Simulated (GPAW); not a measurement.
Na2S in GPAW: convergence with k mesh

Na2S:

```
S Na
1.0
     0.00000    3.27350    3.27350
     3.27350    0.00000    3.27350
     3.27350    3.27350    0.00000
S Na
1 2
Direct
  0.00000 0.00000 0.00000
  0.75000 0.75000 0.75000
  0.25000 0.25000 0.25000
```

- Program: GPAW 26.7.0
- Task: convergence study
- Functional: PBEsol
- Potentials or basis: PAW data sets generated in the run's folder for this functional
- Cutoff: 800 eV
- Basis: pw
- k mesh: 2 × 2 × 2
- Occupations: fermi-dirac, width 0.05 eV
- Spin: no spin polarisation

These are the settings of the first run; the series varies k mesh, with any setting tied to it.

Hardware: 1 thread of Intel(R) Xeon(R) Platinum 8488C (Sapphire Rapids), with other jobs on the host.

| k mesh | energy less the tightest run, at zero smearing (meV/atom) | pressure (GPa) | gap on the mesh (eV) | SCF cycles | CPU time (s) | peak memory (GiB) |
| --- | --- | --- | --- | --- | --- | --- |
| 2 × 2 × 2 | 109.26 | 0.26 | 2.266 | 9 | 6.7 | 0.18 |
| 3 × 3 × 3 | 10.31 | -0.45 | 2.348 | 9 | 7.2 | 0.18 |
| 4 × 4 × 4 | 1.36 | -0.51 | 2.361 | 9 | 9.9 | 0.19 |
| 5 × 5 × 5 | 0.21 | -0.52 | 2.364 | 9 | 11 | 0.19 |
| 6 × 6 × 6 | 0.04 | -0.52 | 2.364 | 9 | 15 | 0.2 |
| 8 × 8 × 8 | 0.00 | -0.52 | 2.364 | 9 | 23 | 0.23 |
| 9 × 9 × 9 | 0.00 | -0.52 | 2.364 | 9 | 26 | 0.24 |

Against the tightest run, the energy stays within 1 meV/atom from 5 × 5 × 5 on; the pressure stays within 0.1 GPa from 3 × 3 × 3 on; the gap on the mesh stays within 0.01 eV from 4 × 4 × 4 on. Meshes of other sizes hit other points, so gaps and Fermi surfaces needn't settle smoothly. The tightest run that finished is the yardstick and may itself not be fully converged.

Caveat, for the tightest run too: an odd mesh through Γ misses points on the zone boundary, where band edges often lie.
